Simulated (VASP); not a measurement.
A run of VASP 6.6.1:

File INCAR:

```
  PREC = Accurate
  ENCUT = 520
  EDIFF = 1E-6
  ISMEAR = -1
  SIGMA = 0.05
  LREAL = F
  LASPH = T
  NELM = 80
  ALGO = Fast
  ISIF = 2
  LWAVE = F
  LCHARG = F
  LMAXMIX = 4
  GGA = PE
```

KPOINTS

```
Automatic mesh
0
Gamma
  6 6 8
```

File POSCAR:

```
HfO2
1.0
    4.8135329900      0.0000000000      0.0000000000
    0.0000000000      4.8135329900      0.0000000000
    0.0000000000      0.0000000000      3.2054154100
Hf O
2 4
Direct
    0.5000000000      0.5000000000      0.5000000000
    0.0000000000      0.0000000000      0.0000000000
    0.8050448800      0.1949551200      0.5000000000
    0.6949551200      0.6949551200      0.0000000000
    0.3050448800      0.3050448800      0.0000000000
    0.1949551200      0.8050448800      0.5000000000
```

File KPOINTS_OPT:

```
path GXMGZRAZ,XR,MA
10
line-mode
reciprocal
 0.0000000000  0.0000000000  0.0000000000  G
 0.0000000000  0.5000000000  0.0000000000  X

 0.0000000000  0.5000000000  0.0000000000  X
 0.5000000000  0.5000000000  0.0000000000  M

 0.5000000000  0.5000000000  0.0000000000  M
 0.0000000000  0.0000000000  0.0000000000  G

 0.0000000000  0.0000000000  0.0000000000  G
 0.0000000000  0.0000000000  0.5000000000  Z

 0.0000000000  0.0000000000  0.5000000000  Z
 0.0000000000  0.5000000000  0.5000000000  R

 0.0000000000  0.5000000000  0.5000000000  R
 0.5000000000  0.5000000000  0.5000000000  A

 0.5000000000  0.5000000000  0.5000000000  A
 0.0000000000  0.0000000000  0.5000000000  Z

 0.0000000000  0.5000000000  0.0000000000  X
 0.0000000000  0.5000000000  0.5000000000  R

 0.5000000000  0.5000000000  0.0000000000  M
 0.5000000000  0.5000000000  0.5000000000  A
```

Potentials or basis: VASP PAW PBE potentials, release 64 (Hf_pv, O).

Command:

```sh
$ cat potpaw_PBE.64/Hf_pv/POTCAR potpaw_PBE.64/O/POTCAR > POTCAR
$ mpirun -np 1 vasp_std > vasp.out
```

Hardware: 1 thread of AMD EPYC 7R43 64-Core Processor (Zen 3), on a shared host.

Question: Estimate the wall time of this run.

Answer: Run time: 4.7 min on 1 thread of AMD EPYC 7R43 64-Core Processor (Zen 3), on a shared host, peak memory 0.24 GiB. Counts: scf iterations 36, k points 50.
